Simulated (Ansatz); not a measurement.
# MnO (Fm-3m) in Ansatz: notebook

Runs on MnO. Level: PBE. Tasks: single point.

All numbers are computed with Ansatz 0.2.0; they aren't measurements. Logs are shortened: lines on timing, memory, paths and dates and some standing lists are left out, and cuts for length are marked.

## 1. The crystal as given

Symmetry: Fm-3m, No. 225, cubic system. Conventional cell: a = 4.448 Å, b = 4.448 Å, c = 4.448 Å, α = 90.00°, β = 90.00°, γ = 90.00°. Mn (site symmetry m-3m) has 6 O at 2.22 Å as nearest neighbours. O (site symmetry m-3m) has 6 Mn at 2.22 Å as nearest neighbours.

The cell is a database's computed one.

## 2. Single point, PBE, collinear spin, ferromagnetic start

Contents of input.yaml:

```yaml
crystal:
  lattice:
    - [0.0, 2.2239077028, 2.2239077028]
    - [2.2239077028, 0.0, 2.2239077028]
    - [2.2239077028, 2.2239077028, 0.0]
  atoms:
    - { symbol: Mn, position: [0.0, 0.0, 0.0], spin: 4.0 }
    - { symbol: O, position: [0.5, 0.5, 0.5] }
kpoints:
  mp_grid: { grid: [10, 10, 10] }
scf:
  occupations: { method: gaussian, width: 0.023 }
hamiltonian:
  xc: pbe
  pseudopotentials: { kind: all_electron, lapw: { basis_error: 0.001 } }
magnetization:
  spin_polarized: true
output:
  forces: true
  stress: true
  eigenvalues: true
```

Potentials or basis: all-electron LAPW, scalar-relativistic.

Launch:

```
ansatz run input.yaml --threads 2 --pin off --max-ram 6144MiB --backend cpu --events-out ev --progress --plain --runs-dir out
```

Standard output:

```text
Warning: RAYON_NUM_THREADS=2 ignored (pool sized by the plan → 2); use --threads N
LAPW: plane waves up to 9.225 Å⁻¹, error target 1.0e-3 eV per atom; small_component_spin mean_spin; O in spheres of 1.017 Å, 8 of its electrons in bands, Dirac shells []; Mn in spheres of 1.207 Å, 15 of its electrons in bands, Dirac shells [] (how accurate: hamiltonian.pseudopotentials.lapw.basis_error, Limitations)
Engine: ansatz 0.2.0, aarch64-unknown-linux-gnu
Pseudopotentials: kind: all_electron
Pseudopotential: Mn, LAPW, valence charge 15, lapw/all_electron/scalar/gaussian/Mn, Koelling and Harmon's equation, gaussian nucleus
Pseudopotential: O, LAPW, valence charge 8, lapw/all_electron/scalar/gaussian/O, Koelling and Harmon's equation, gaussian nucleus
Functional definition: PBE
  parameter kappa = 0.804
  parameter beta = 0.06672455060314922
  exchange = pbe_x(kappa = kappa, mu = beta*pi^2/3)
  correlation = pbe_c(beta = beta)
Crystal: 2 atoms, lattice volume = 21.998 Å³
Basis set: ecut = 324.2084561999812 eV, 283 PW (Γ), exchange–correlation at level 2
Bands: 18, of which v1, the nominal top of the filled ones, is band 12 counted from 1 (11 counted from 0)
Symmetry: 48 space group operations
Space group: Fm-3m (ITA 225), of the structure as read, at distance tolerance 2.8e-5 Å
Magnetic group: BNS 225.116 (UNI 1618), of the structure as read, at distance tolerance 2.8e-5 Å
k-points: 47 of 1000
Non-local potential: Mn, projectors of the file, none
Non-local potential: O, projectors of the file, none
Initial density: superposition of atomic densities (chi_scale 0.1, normalization cell, long waves kept (reshape's long-wave potential 0.00 eV rms))
Starting moments: Σ|m| = 4 μB on 1 of 2 sites
Initial wavefunctions: plane waves of lowest kinetic energy (no species holds an atomic orbital)
Functional: x = pbe(κ = 0.804, μ = 0.2195149727645171), c = pbe(β = 0.06672455060314922)
iter 1 solved again at ethr=8.55e-3 eV; its pass at ethr=1.00e-1 eV (dr2=1.97e0 eV) is discarded
SCF iter   1: F=—  HF=-33577.544981 eV  |F-HF|=—  |Δ(HF+E_count)|=         —  Δρ=5.86e-2 (↑5.12e-2 ↓5.86e-2)  dr2=1.96e0  dr2_m=2.31e-1  M=4.982 μB ∫|m|=4.982 μB  β_m=0.30  ethr=8.55e-3  ⟨swp⟩=2.0  Hψ=10936  notcnv=0
Mixer restart at iter 1: flushing history
preconditioner: auto → none  [insulator: Δε(μ)=0.073 eV  Ē_g=13.891 eV  σ=0.023 eV  W_gap=0.59  n_scr=8 (ndim 8)  ℏωp=28.5 eV  f_vac=0.000  D(μ)=0.81/eV (n_scr^D=8)  ε∞_Penn≈5.2]
iter 2 solved again at ethr=2.55e-4 eV; its pass at ethr=8.54e-3 eV (dr2=5.86e-2 eV) is discarded
SCF iter   2: F=—  HF=-33576.390194 eV  |F-HF|=—  |Δ(HF+E_count)|=    1.15e0  Δρ=2.06e-2 (↑2.06e-2 ↓1.78e-2)  dr2=5.86e-2  dr2_m=6.17e-2  M=4.799 μB ∫|m|=4.799 μB  β_m=0.36  ethr=2.55e-4  ⟨swp⟩=2.0  Hψ=8614  notcnv=0
SCF iter   3: F=—  HF=-33576.429632 eV  |F-HF|=—  |Δ(HF+E_count)|=   3.94e-2  Δρ=1.35e-2 (↑1.28e-2 ↓1.35e-2)  dr2=8.41e-2  dr2_m=1.90e-2  M=4.802 μB ∫|m|=4.802 μB  β_m=0.42  ethr=2.55e-4  ⟨swp⟩=2.5  Hψ=5170  notcnv=0
SCF iter   4: F=—  HF=-33576.418050 eV  |F-HF|=—  |Δ(HF+E_count)|=         —  Δρ=3.58e-3 (↑3.58e-3 ↓2.78e-3)  dr2=8.41e-4  dr2_m=1.82e-3  M=4.802 μB ∫|m|=4.802 μB  β_m=0.42  ethr=2.55e-4  ⟨swp⟩=2.0  Hψ=5020  notcnv=0
Mixer restart at iter 4: flushing history
the basis was enlarged: its passes take 733.3 KiB over the memory plan, 2 of 2 planned eigensolver slots
SCF iter   5: F=—  HF=-33576.419819 eV  |F-HF|=—  |Δ(HF+E_count)|=   1.77e-3  Δρ=2.19e-3 (↑2.19e-3 ↓1.58e-3)  dr2=6.25e-4  dr2_m=6.07e-4  M=4.802 μB ∫|m|=4.802 μB  β_m=0.60  ethr=3.66e-6  ⟨swp⟩=3.0  Hψ=5307  notcnv=0
SCF iter   6: F=—  HF=-33576.422104 eV  |F-HF|=—  |Δ(HF+E_count)|=   2.28e-3  Δρ=8.28e-4 (↑7.68e-4 ↓8.28e-4)  dr2=3.12e-4  dr2_m=6.04e-5  M=4.802 μB ∫|m|=4.802 μB  β_m=0.54  ethr=2.72e-6  ⟨swp⟩=3.0  Hψ=5349  notcnv=0
SCF iter   7: F=—  HF=-33576.421747 eV  |F-HF|=—  |Δ(HF+E_count)|=   3.57e-4  Δρ=1.39e-4 (↑1.39e-4 ↓1.04e-4)  dr2=7.58e-7  dr2_m=2.89e-6  M=4.802 μB ∫|m|=4.802 μB  β_m=0.77  ethr=1.36e-6  ⟨swp⟩=2.5  Hψ=4675  notcnv=0
SCF iter   8: F=—  HF=-33576.421757 eV  |F-HF|=—  |Δ(HF+E_count)|=   1.07e-5  Δρ=4.88e-5 (↑4.88e-5 ↓2.02e-5)  dr2=9.33e-7  dr2_m=4.34e-8  M=4.802 μB ∫|m|=4.802 μB  β_m=0.65  ethr=3.30e-9  ⟨swp⟩=3.0  Hψ=5092  notcnv=0
SCF iter   9: F=—  HF=-33576.421756 eV  |F-HF|=—  |Δ(HF+E_count)|=   1.73e-6  Δρ=7.65e-6 (↑5.87e-6 ↓7.65e-6)  dr2=2.43e-8  dr2_m=3.52e-9  M=4.802 μB ∫|m|=4.802 μB  β_m=0.59  ethr=3.30e-9  ⟨swp⟩=3.0  Hψ=4723  notcnv=0
SCF iter  10: F=—  HF=-33576.421756 eV  |F-HF|=—  |Δ(HF+E_count)|=   2.40e-8  Δρ=3.15e-6 (↑1.52e-6 ↓3.15e-6)  dr2=3.66e-9  dr2_m=3.66e-10  M=4.802 μB ∫|m|=4.802 μB  β_m=0.79  ethr=1.05e-10  ⟨swp⟩=2.4  Hψ=4517  notcnv=0
SCF iter  11: F=-33576.421756 eV  HF=-33576.421756 eV  |F-HF|=8.00e-11  |Δ(HF+E_count)|=   1.44e-8  Δρ=3.45e-7 (↑1.56e-7 ↓3.45e-7)  dr2=6.57e-11  dr2_m=2.14e-12  M=4.802 μB ∫|m|=4.802 μB  ethr=1.59e-11  ⟨swp⟩=2.6  Hψ=4643  notcnv=0
SCF 1 converged in 11 iterations: F = -33576.421756 eV  dr2 = 6.57e-11
SCF converged after 11 iterations
Magnetization: 4.8020 μB (13.9010 up, 9.0990 down)
Absolute magnetization: 4.8022 μB (∫|ρ↑−ρ↓|)
Spin contamination: 0.0101 ħ² per cell (⟨S²⟩ above its minimum at these occupations)
Per-site moments (μB) at R_I (Å): [(4.345916495988424, 1.2065275980194805), (0.23699901583657068, 1.0173800716417123)]
Free energy (F): -33576.421756 eV
Harris-Foulkes:  -33576.421756 eV  (|F-HF|=8.00e-11)
Internal energy: -33576.421366 eV  (E = F + TS)
E sigma→0 (E₀):  -33576.421561 eV
Entropy (-TS):   -0.000390 eV (-0.195 meV/atom)
Fermi energy:    13.570378 eV
--- Per-component energies (eV) ---
  E_band       = -1230.453159
  E_kinetic    = 33973.659743
  E_xc         = -1659.194235
  E_electrostatic = -65890.886873  (all electrons and nuclei)
  E_smearing   = -0.000390  (= −TS)
  E_closure    = 0.000000  (closes the sum)
  E_atoms      = -33559.639824  (free atoms, spherical and without spin; not in F)
  Σ components = -33576.421756   (vs F -33576.421756, Δ=0.00e0)
  Basis errors (estimates in eV, not in F): energy 3.9e-4 per atom: plane waves 3.6e-4 (1.9e-4 summed), levels above the bands 0.0e0, relativity 2.6e-8, radial functions 3.6e-5, core shells 4.4e-8; eigenvalues (radial functions only) 2.0e-5; not estimated: angular momenta, meshes, grids; target (lapw.basis_error) 1.0e-3; muffin-tin radii O 1.017 Å, Mn 1.207 Å
--- Forces (eV/Å), atoms counted from 1 ---
  atom   1  Mn     0.00000000    -0.00000000    -0.00000000
  atom   2  O      0.00000000    -0.00000000     0.00000000
  max |Σ_I F_I| component: 2.51e-30 eV/Å
--- Stress (GPa, compression-positive) ---
        0.239502      -0.000000       0.000000
       -0.000000       0.239502       0.000000
        0.000000       0.000000       0.239502
  P = ⅓ Tr σ = 0.2395 GPa (2.395 kbar)
--- Band table (eV; the first three rows and the last of 94) ---
  k-point 0 ↑: bands = ["-493.5755", "-68.0136", "-36.7539", "-36.7539", "-36.7539", "-6.6864", "9.8251", "9.8251", "9.8251", "10.3733", "10.3733", "10.3733", "10.9038", "10.9038", "13.0317", "27.5121", "29.7839", "29.7839"]
  k-point 1 ↑: bands = ["-493.5755", "-68.0130", "-36.7600", "-36.7547", "-36.7547", "-6.6018", "8.9545", "9.2877", "9.2877", "10.4902", "10.4902", "10.6284", "11.4485", "11.4485", "13.7299", "26.3895", "29.4395", "29.4395"]
  k-point 2 ↑: bands = ["-493.5755", "-68.0114", "-36.7759", "-36.7567", "-36.7567", "-6.3722", "7.6257", "8.5608", "8.5608", "10.7001", "10.7001", "10.8853", "12.3013", "12.3013", "15.0422", "24.4056", "28.2500", "28.2500"]
  k-point 46 ↓: bands = ["-493.3705", "-63.2188", "-32.1126", "-32.0994", "-32.0858", "-5.2387", "7.6248", "8.1921", "8.4311", "14.3724", "15.3231", "15.7529", "16.0323", "16.4638", "22.1419", "22.8452", "23.7112", "26.4037"]
```

Wall time 12 s (2 threads of Arm Neoverse V1, shared host); peak memory 0.39 GiB.

Results:

| Property | Result |
| --- | --- |
| Free energy | -33576.4218 eV |
| Pressure | 0.2 GPa |
| Band gap on the k mesh | none (metal or under the smearing width) |
| Net moment | 4.80 μB per cell |
| Absolute moment | 4.80 μB per cell |
| Site moments | Mn +4.35; O +0.24 μB |

Caveat: a cell with one magnetic atom can't hold antiferromagnetic order, which such compounds often take; semilocal functionals often make such compounds metallic where correlation or magnetic order opens a gap, which also shifts bond lengths.

## 3. Single point, PBE, collinear spin, ferromagnetic start

input.yaml, as its differences from that of step 2:

```diff
@@ -11,3 +11,3 @@
 scf:
-  occupations: { method: gaussian, width: 0.023 }
+  occupations: { method: gaussian, width: 0.024 }
 hamiltonian:
```

Potentials or basis: all-electron LAPW, scalar-relativistic.

Launch:

```
ansatz run input.yaml --threads 2 --pin off --max-ram 6144MiB --backend cpu --events-out ev --progress --plain --runs-dir out
```

Wall time 12 s (2 threads of Arm Neoverse V1, shared host); peak memory 0.38 GiB.

Results (log left out):

```yaml
Free_energy: -33576.4218 eV
Pressure: 0.2 GPa
Band_gap_on_the_k_mesh: none (metal or under the smearing width)
Net_moment: 4.80 μB per cell
Absolute_moment: 4.80 μB per cell
Site_moments: Mn +4.35; O +0.24 μB
```

Levels at points of the mesh, in eV from the Fermi level:
Spin up:
```csv
k point,band 11,band 12,band 13,band 14,band 15,band 16,band 17,band 18
"(0.00, 0.00, 0.00)",-3.20,-3.20,-2.67,-2.67,-0.54,13.94,16.21,16.21
"(0.00, 0.00, -0.50)",-2.30,-1.86,0.22,0.22,3.46,7.71,11.84,11.84
"(0.00, -0.50, -0.50)",-2.24,-2.03,-2.03,-1.90,5.00,7.79,10.36,13.60
```
Spin down:
```csv
k point,band 6,band 7,band 8,band 9,band 10,band 11,band 12,band 13
"(0.00, 0.00, 0.00)",-19.81,-3.35,-3.35,-3.35,0.79,0.79,0.79,0.79
"(0.00, 0.00, -0.50)",-18.86,-7.36,-4.83,-4.83,1.97,2.02,2.02,3.69
"(0.00, -0.50, -0.50)",-18.89,-6.41,-4.33,-4.33,-0.79,2.01,2.20,2.46
```

Caveat: a cell with one magnetic atom can't hold antiferromagnetic order, which such compounds often take; semilocal functionals often make such compounds metallic where correlation or magnetic order opens a gap, which also shifts bond lengths.
